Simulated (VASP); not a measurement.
The system is C.

```xyz
2
Lattice="0.0000 1.7834 1.7834 1.7834 0.0000 1.7834 1.7834 1.7834 0.0000" Properties=species:S:1:pos:R:3 pbc="T T T"
C     0.0000    0.0000    0.0000
C     0.8917    0.8917    0.8917
```

This isn't the form of C at room conditions, which is graphite.

Base run:

```yaml
Program: VASP 6.6.1
Functional: r2SCAN
Potentials_or_basis: VASP PAW PBE potentials, release 64 (C)
Cutoff: 520 eV
k_mesh: 11 × 11 × 11
Occupations: fermi-dirac, width 0.02 eV
Spin: no spin polarisation
```

Its results: band gap on the k mesh 4.32 eV, indirect (least direct gap 5.84 eV); pressure -1.3 GPa.

Q: The run is repeated on the same cell with these changes: functional from r2SCAN to PBE. What comes out?

A: Band gap on the k mesh 4.13 eV, indirect (least direct gap 5.59 eV); pressure 2.5 GPa.

r2SCAN gives the wider gap, since meta-GGAs in the generalised Kohn-Sham scheme recover part of the derivative discontinuity.

Caveats: an odd mesh through Γ misses points on the zone boundary, where band edges often lie; the PAW data sets were made with another functional, which shifts forces and pressure a little (some runs).
